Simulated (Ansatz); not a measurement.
# HfO2 (Fm-3m): modes against biaxial strain in the (001) plane, part 2 of 2

Wanted: the shifts of the zone-centre modes of HfO2 (Fm-3m) with strain.

Ansatz 0.2.0; DFT PBEsol, scalar-relativistic, plane waves, PAW; PAW set soft_1.

So far, highest optical mode at the zone centre (no LO-TO term) (cm⁻¹): step 5 (zone-centre response at rest) 580; step 7 (strain 4 %) 584.

### 9. Modes of this member: biaxial strain of -4 % in the (001) plane

The zone-centre modes follow for biaxial strain of -4 % in the (001) plane, with the response to a field.

The input, input.yaml:

```yaml
crystal:
  lattice:
    - [0.0, 2.4213642751, 2.5656703788]
    - [2.4213642751, 0.0, 2.5656703788]
    - [2.4213642751, 2.4213642751, 0.0]
  atoms:
    - { symbol: O, position: [0.25, 0.25, 0.25] }
    - { symbol: O, position: [0.75, 0.75, 0.75] }
    - { symbol: Hf, position: [0.0, 0.0, 0.0] }
kpoints:
  mp_grid: { grid: [8, 8, 8] }
hamiltonian:
  xc: pbesol
  pseudopotentials: { kind: paw, azcp: { folder: soft_1 }, xc_functional: pbe }
scf:
  occupations: { method: fixed }
output:
  eigenvalues: true
phonons:
  method: dfpt
  dielectric: true
  rigid_motions: translations
```

On the command line:

```sh
ansatz run input.yaml --threads 4 --pin off --max-ram 10240MiB --backend cpu --events-out ev --progress --plain --runs-dir out
```

It took 36 s on 4 threads of Intel Xeon Platinum 8559C (Emerald Rapids), shared host; peak memory 1.2 GiB; 2.2 min of CPU time.

Numbers from this step:

```yaml
sum_rule_residual_before_enforcement: 6.53e-5 eV/Å²
miss_of_the_charge_sum_rule: 8.91e-4 e
estimated_error_of_the_dielectric_tensor: 0.01451
estimated_error_of_the_born_charges: 0.02791 e
highest_optical_mode_at_the_zone_centre_no_lo_to_term: 667.7 cm⁻¹
lowest_optical_zone_centre_mode: 293.1 cm⁻¹
mean_high_frequency_dielectric_constant: 5.409
largest_born_charge_third_of_the_trace: 5.610 e
mean_static_dielectric_constant: 27.32
top_of_the_zone_centre_spectrum_with_the_field: 673.6 cm⁻¹
```

Without the LO-TO term. Patterns of degenerate modes are one choice out of their space. Modes at Γ, with each element's share of the kinetic energy:

```
mode  frequency (cm⁻¹)  symmetry  O %  Hf %
   1               0.0  acoustic   15    85
   2               0.0  acoustic   15    85
   3               0.0  acoustic   15    85
   4             293.1       A2u   85    15
   5             295.3        Eu   85    15
   6             295.3        Eu   85    15
   7             570.4       B1g  100     0
   8             667.7        Eg  100     0
   9             667.7        Eg  100     0
```

Transverse modes. Lines of the infrared spectrum (strongest = 100):

```
position (cm⁻¹)  label  relative intensity
            293    A2u                  58
            295     Eu                 100
            570    B1g                 0.0
            668     Eg                 0.0
```

Without the LO-TO term the lowest optical mode is real, 293 cm⁻¹, and the highest lies at 667.7 cm⁻¹.

For the highest optical mode at the zone centre (no LO-TO term), step 5 gave 580 cm⁻¹; this run, with strain -4 %, gives 668 cm⁻¹ (+15 %).

### 10. The series together

The members are set side by side, also those not shown above.

Stress is positive in compression; energies are extrapolated to zero smearing, and E0 is that at rest; the axis is the normal of the plane; the edges not held and the atoms are relaxed in each cell. State of the crystal along the series:

```
strain (%)  in-plane stress (GPa)  free strain along [001] (%)  E - E0 (meV/atom)  gap on mesh (eV)  ε∞ along the axis  ε∞ across the axis, mean  ε0 along the axis  ε0 across the axis, mean  largest Born charge in size, a third of the trace (e)  top mode with the field, highest of q along x, y and z (cm⁻¹)
        -4                  29.55                        1.721              74.22             3.136              5.698                     5.265               30.1                     25.92                                                   5.61                                                          673.6
        -3                  21.42                        1.252              40.97             3.356                5.6                     5.284              31.22                     27.66                                                  5.595                                                          659.6
        -2                   13.8                       0.8086              17.86             3.542              5.516                      5.31              32.64                     29.89                                                  5.582                                                          645.4
        -1                  6.664                       0.3915              4.379             3.663              5.443                     5.342              34.43                     32.81                                                  5.571                                                          631.2
         0               0.001677                            0                  0             3.688               5.38                      5.38               36.7                      36.7                                                  5.563                                                          617.2
         1                  -6.22                      -0.3639              4.214             3.546              5.325                     5.422              39.55                        42                                                  5.557                                                          606.5
         2                 -12.01                      -0.7026              16.57             3.392               5.28                     5.469              43.17                      49.6                                                  5.553                                                          595.5
         3                  -17.4                       -1.016              36.55             3.209              5.244                     5.521              47.88                     61.26                                                  5.551                                                          584.2
         4                 -22.41                       -1.304              63.79             3.018              5.215                     5.578              54.13                     81.46                                                  5.551                                                          583.5
```

Without the LO-TO term; optical modes are counted from below at rest and tracked from member to member by their patterns, and modes that stay within 0.3 cm⁻¹ of each other stand once; labels, where given, are those at rest, then, where named, those of the strained cell; the edges not held and the atoms are relaxed in each cell. Optical modes along the series:

```
strain (%)  optical mode 1 T1u to Eu pair part (cm⁻¹)  optical mode 2 T1u to A2u single part (cm⁻¹)  optical mode 3 T2g to Eg pair part (cm⁻¹)  optical mode 4 T2g single part (cm⁻¹)
        -4                                      295.3                                         293.1                                      667.7                                  570.4
        -3                                      282.6                                         279.3                                        646                                  573.8
        -2                                      268.6                                         265.3                                      624.1                                  576.5
        -1                                      253.2                                           251                                      602.3                                  578.6
         0                                      236.3                                         236.3                                      580.2                                  580.2
         1                                      217.9                                         221.4                                      558.2                                  581.5
         2                                      197.8                                         206.2                                      535.9                                  582.4
         3                                      175.4                                         190.6                                      513.5                                  583.1
         4                                      149.8                                         174.6                                      490.9                                  583.5
```

Value and slope at zero strain of a cubic (a lower polynomial where under five rows exist) through the rows within 2 % of rest. Slopes at rest:

```
                                 mode  frequency (cm⁻¹)  shift per percent of strain (cm⁻¹)  shift per GPa of compressive stress (cm⁻¹)
   optical mode 1 T1u to Eu pair part             236.3                              -17.59                                        2.73
optical mode 2 T1u to A2u single part             236.3                               -14.8                                         2.3
   optical mode 3 T2g to Eg pair part             580.3                              -22.05                                        3.42
       optical mode 4 T2g single part             580.3                                1.43                                       -0.22
```

### 11. What came out

```yaml
members: 9
highest_optical_mode_at_the_zone_centre_no_lo_to_term_at_rest: 580.2 cm⁻¹
biaxial_modulus_in_the_001_plane: 644 GPa
optical_mode_1_t1u_to_eu_pair_part_shift_per_percent: -17.59 cm⁻¹
optical_mode_2_t1u_to_a2u_single_part_shift_per_percent: -14.80 cm⁻¹
optical_mode_3_t2g_to_eg_pair_part_shift_per_percent: -22.05 cm⁻¹
optical_mode_4_t2g_single_part_shift_per_percent: 1.43 cm⁻¹
```

**Reading.** The stress changes by 6.44 GPa for each percent, a biaxial modulus of 644 GPa in the (001) plane. For each percent the free edge responds with -0.38 %. The strain lowers the symmetry: the level at 580.2 cm⁻¹ splits, into 667.7 and 570.4 cm⁻¹ at -4 %. Within 2 % of rest optical mode 4 T2g single part bends away from a straight line, so a single slope holds only near rest. The fastest shift in the table of slopes is -22.1 cm⁻¹ for each percent (optical mode 3 T2g to Eg pair part), or 3.4 cm⁻¹ for each GPa of compressive stress. For small strain, the measured shift of a line that Raman or infrared light can see, divided by its slope, estimates the stress, if the state of stress is of this kind. For infrared-active modes these slopes hold for the transverse lines; longitudinal ones carry the field and shift otherwise. These are harmonic frequencies at zero temperature: anharmonic shifts, linewidths and thermal expansion are left out. Spin-orbit coupling is left out, which can matter for the heavy elements here. The PAW files were made for PBE; the program adapts parts of them to the functional of the run, but their partial waves stay those of PBE, an approximation that was not tested in this session. Only the zone centre was solved, so an instability at another wavevector cannot show here. The cubic phase of this oxide is a high-temperature one, known to be unstable at zero temperature to an oxygen mode at X.

[Logs are printed without paths, hosts, clocks, repeated set-up lines and the standing remarks that a program may print on its own settings, such as how far it seeks lower states.]

[Hosts, paths, dates, database ids (printed as entryN), source tags and the programs' standing remarks are cut or masked in the printed files.]
